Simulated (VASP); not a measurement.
Here is a VASP 6.6.1 calculation.

Contents of INCAR:

```
SYSTEM = Cu
ALGO     = Normal         ! electronic algorithm
EDIFF    = 1E-6           ! SCF threshold, eV
ENCUT    = 520            ! plane-wave cutoff, eV
GGA      = PS             ! functional
ISIF     = 2              ! what is computed and relaxed
ISMEAR   = 0              ! smearing method
LASPH    = .True.         ! aspherical terms in the spheres
LCHARG   = .False.        ! write CHGCAR
LREAL    = .False.        ! projectors in reciprocal space
LWAVE    = .False.        ! write WAVECAR
NBANDS   = 12             ! bands
NELM     = 100            ! most SCF steps
PREC     = Accurate       ! precision mode
SIGMA    = 0.1            ! smearing width, eV
```

File KPOINTS:

```
k-points
0
Gamma
  8 8 8
  0 0 0
```

POSCAR

```
Cu
1.0
    2.3593650412      0.0000000000      0.0000000000
    0.0000000000      2.3593650412      0.0000000000
    0.0000000000      0.0000000000      2.3593650412
Cu
1
Direct
    0.0000000000      0.0000000000      0.0000000000
```

Potentials or basis: VASP PAW PBE potentials, release 64 (Cu).

Run with:

```bash
$ cat potpaw_PBE.64/Cu/POTCAR > POTCAR
$ mpirun -np 1 vasp_std > vasp.out
```

Task: Estimate the pressure.

Result: 0.6 GPa.

Task: What does it give for the band gap on the k mesh?

Result: None (metal or under the smearing width).

Caveat: the PAW data sets were made with another functional, which shifts forces and pressure a little.
